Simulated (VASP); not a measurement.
Wanted: the native input for a VASP 6.6.1 run.

```
Task                               : single point
Functional                         : PBE0(alpha)
Potentials or basis                : VASP PAW PBE potentials, release 64 (Ta_pv, N)
Cutoff                             : 520 eV
k mesh                             : 5 × 5 × 5
Occupations                        : fermi-dirac, width 0.05 eV
Spin                               : no spin polarisation
Share of exact exchange            : 0.4
Grid for exact exchange (PRECFOCK) : Fast
Exchange at q = 0                  : truncated
Further INCAR settings             : ALGO = Normal; EDIFF = 1e-06; NBANDS = 15
```

TaN:

```
Ta N
1.0
     2.93800    0.00000    0.00000
    -1.46900    2.54438    0.00000
     0.00000    0.00000    2.88300
Ta N
1 1
Direct
  0.33333 0.66667 0.50000
  0.00000 0.00000 0.00000
```

The input as run:

POSCAR

```
TaN
1.0
    2.9380011100      0.0000000000      0.0000000000
   -1.4690005500      2.5443836000      0.0000000000
    0.0000000000      0.0000000000      2.8830022100
Ta N
1 1
Direct
    0.3333333333      0.6666666667      0.5000000000
    0.0000000000      0.0000000000      0.0000000000
```

INCAR.step1

```
PREC     = Accurate       # precision mode
ENCUT    = 520            # plane-wave cutoff, eV
EDIFF    = 1E-5           # SCF threshold, eV
ISMEAR   = -1             # smearing method
SIGMA    = 0.05           # smearing width, eV
LREAL    = False          # projectors in reciprocal space
LASPH    = True           # aspherical terms in the spheres
NELM     = 80             # most SCF steps
ALGO     = Normal         # electronic algorithm
ISIF     = 2              # what is computed and relaxed
LWAVE    = True           # write WAVECAR
LCHARG   = False          # write CHGCAR
NBANDS   = 15             # bands
GGA      = PE             # functional
```

INCAR.step2

```
PREC     = Accurate       # precision mode
ENCUT    = 520            # plane-wave cutoff, eV
EDIFF    = 1E-6           # SCF threshold, eV
ISMEAR   = -1             # smearing method
SIGMA    = 0.05           # smearing width, eV
LREAL    = False          # projectors in reciprocal space
LASPH    = True           # aspherical terms in the spheres
NELM     = 80             # most SCF steps
ALGO     = Normal         # electronic algorithm
ISIF     = 2              # what is computed and relaxed
LWAVE    = False          # write WAVECAR
LCHARG   = False          # write CHGCAR
GGA      = PE             # functional
LHFCALC  = True           # exact exchange
AEXX     = 0.4            # exact-exchange fraction
PRECFOCK = Fast         
HFRCUT   = -1           
NBANDS   = 15             # bands
ISTART   = 1
```

KPOINTS

```
Automatic mesh
0
Gamma
  5 5 5
```

Potentials or basis: VASP PAW PBE potentials, release 64 (Ta_pv, N).

The run is started by

```console
$ cat potpaw_PBE.64/Ta_pv/POTCAR potpaw_PBE.64/N/POTCAR > POTCAR
$ cp INCAR.step1 INCAR
$ mpirun -np 1 vasp_std > vasp.out
$ cp INCAR.step2 INCAR
$ mpirun -np 1 vasp_std > vasp.out
```

It gave:

- Pressure: -9.6 GPa
- Band gap on the k mesh: 1.17 eV, direct

Caveat: the k mesh is coarse (spacing up to 0.49 Å⁻¹), so the values aren't converged, least of all with exact exchange; the PAW data sets were made with another functional, which shifts forces and pressure a little; spin-orbit coupling is left out, which moves the levels of the heavy elements; an odd mesh through Γ misses points on the zone boundary, where band edges often lie.

Wall time 23 min on 1 thread of Intel(R) Xeon(R) Platinum 8488C (Sapphire Rapids) (shared host), peak memory 0.15 GiB.
